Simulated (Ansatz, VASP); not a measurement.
# Re in VASP and in Ansatz

```
CELL_PARAMETERS angstrom
2.76639 0.00000 0.00000
-1.38319 2.39576 0.00000
0.00000 0.00000 8.93885
ATOMIC_POSITIONS crystal
Re 0.66667 0.33333 0.75000
Re 0.00000 0.00000 0.50000
Re 0.33333 0.66667 0.25000
Re 0.00000 0.00000 0.00000
```

Alike in both runs: task single point; functional PBEsol; k mesh 11 × 11 × 3; occupations fermi-dirac, width 0.05 eV; no spin polarisation.

|  | VASP | Ansatz |
| --- | --- | --- |
| version | VASP 6.6.1 | Ansatz 0.2.0 |
| potentials or method | VASP PAW PBE potentials, release 64 (Re), cutoff 520 eV | all-electron LAPW, scalar-relativistic |

|  | VASP | Ansatz | Ansatz less VASP |
| --- | --- | --- | --- |
| gap on the k mesh at the Fermi level (eV) | none | none | - |
| pressure (GPa) | -6.9 | -6.7 | +0.21 |
| largest component of the traceless stress (GPa) | 0.16 | 0.19 | +0.030 |

A gap of «none» marks a metal or a gap that the smearing closes. Ansatz ran all-electron here, so the differences hold the error of VASP's frozen core and of both bases.

Caveats: the PAW data sets were made with another functional, which shifts forces and pressure a little (VASP). Spin-orbit coupling is left out, which matters for the levels of Re.
